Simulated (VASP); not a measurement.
Input of a VASP 6.6.1 run:

The input INCAR:

```
SYSTEM = BaH2
PREC = Accurate
ENCUT = 520
EDIFF = 1E-6
ISMEAR = 0
SIGMA = 0.02
LREAL = .False.
LASPH = .True.
NELM = 60
ALGO = Normal
ISIF = 2
LWAVE = .False.
LCHARG = .False.
GGA = CA
KPAR = 2
```

File KPOINTS:

```
regular mesh
0
Gamma
  8 8 6
  0 0 0
```

The input POSCAR:

```
BaH2
1.0
    4.4620250523      0.0000000000      0.0000000000
   -2.2310125262      3.8642270477      0.0000000000
    0.0000000000      0.0000000000      6.0552925900
Ba H
2 4
Direct
    0.3333333333      0.6666666667      0.2500000000
    0.6666666667      0.3333333333      0.7500000000
    0.0000000000      0.0000000000      0.0000000000
    0.0000000000      0.0000000000      0.5000000000
    0.6666666667      0.3333333333      0.2500000000
    0.3333333333      0.6666666667      0.7500000000
```

The input KPOINTS_OPT:

```
path GMKGALHA,LM,KH
10
line-mode
reciprocal
 0.0000000000  0.0000000000  0.0000000000  G
 0.5000000000  0.0000000000  0.0000000000  M

 0.5000000000  0.0000000000  0.0000000000  M
 0.3333333333  0.3333333333  0.0000000000  K

 0.3333333333  0.3333333333  0.0000000000  K
 0.0000000000  0.0000000000  0.0000000000  G

 0.0000000000  0.0000000000  0.0000000000  G
 0.0000000000  0.0000000000  0.5000000000  A

 0.0000000000  0.0000000000  0.5000000000  A
 0.5000000000  0.0000000000  0.5000000000  L

 0.5000000000  0.0000000000  0.5000000000  L
 0.3333333333  0.3333333333  0.5000000000  H

 0.3333333333  0.3333333333  0.5000000000  H
 0.0000000000  0.0000000000  0.5000000000  A

 0.5000000000  0.0000000000  0.5000000000  L
 0.5000000000  0.0000000000  0.0000000000  M

 0.3333333333  0.3333333333  0.0000000000  K
 0.3333333333  0.3333333333  0.5000000000  H
```

Potentials or basis: VASP PAW LDA potentials, release 64 (Ba_sv, H).

Run with:

```bash
$ cat potpaw_LDA.64/Ba_sv/POTCAR potpaw_LDA.64/H/POTCAR > POTCAR
$ mpirun -np 2 vasp_std > vasp.out
```

What does it give for the pressure?

-2.9 GPa.

Estimate the band gap on the k mesh.

1.42 eV, indirect (least direct gap 2.44 eV).

Levels at the corners of the path, in eV from the valence-band top:
| point | band 8 | band 9 | band 10 | band 11 | band 12 | band 13 | band 14 | band 15 | band 16 |
| --- | --- | --- | --- | --- | --- | --- | --- | --- | --- |
| Γ | -11.88 | -4.44 | -3.04 | -0.55 | 0.00 | 2.59 | 2.59 | 3.57 | 3.60 |
| M | -11.94 | -2.64 | -2.33 | -1.72 | -1.66 | 2.34 | 3.65 | 3.69 | 5.03 |
| M | -11.94 | -2.64 | -2.33 | -1.72 | -1.66 | 2.34 | 3.65 | 3.69 | 5.03 |
| K | -12.07 | -2.06 | -2.06 | -2.02 | -1.85 | 2.97 | 2.97 | 4.10 | 4.89 |
| K | -12.07 | -2.06 | -2.06 | -2.02 | -1.85 | 2.97 | 2.97 | 4.10 | 4.89 |
| Γ | -11.88 | -4.44 | -3.04 | -0.55 | 0.00 | 2.59 | 2.59 | 3.57 | 3.57 |
| Γ | -11.88 | -4.44 | -3.04 | -0.55 | 0.00 | 2.59 | 2.59 | 3.57 | 3.59 |
| A | -12.05 | -3.36 | -3.36 | -0.48 | -0.48 | 2.43 | 2.43 | 2.43 | 2.43 |
| A | -12.05 | -3.36 | -3.36 | -0.48 | -0.48 | 2.43 | 2.43 | 2.43 | 2.43 |
| L | -12.04 | -2.38 | -2.38 | -1.41 | -1.41 | 2.16 | 2.16 | 3.71 | 3.71 |
| L | -12.04 | -2.38 | -2.38 | -1.41 | -1.41 | 2.16 | 2.16 | 3.71 | 3.71 |
| H | -11.96 | -1.84 | -1.84 | -1.59 | -1.59 | 1.31 | 1.31 | 4.21 | 4.21 |
| H | -11.96 | -1.84 | -1.84 | -1.59 | -1.59 | 1.31 | 1.31 | 4.21 | 4.21 |
| A | -12.05 | -3.36 | -3.36 | -0.48 | -0.48 | 2.43 | 2.43 | 2.43 | 2.43 |
| L | -12.04 | -2.38 | -2.38 | -1.41 | -1.41 | 2.16 | 2.16 | 3.71 | 3.71 |
| M | -11.94 | -2.64 | -2.33 | -1.72 | -1.66 | 2.34 | 3.65 | 3.69 | 5.03 |
| K | -12.07 | -2.06 | -2.06 | -2.02 | -1.85 | 2.97 | 2.97 | 4.10 | 4.89 |
| H | -11.96 | -1.84 | -1.84 | -1.59 | -1.59 | 1.31 | 1.31 | 4.21 | 4.21 |

Caveat: spin-orbit coupling is left out, which moves the levels of the heavy elements; the mesh misses the band edges, which the band path finds closer together.
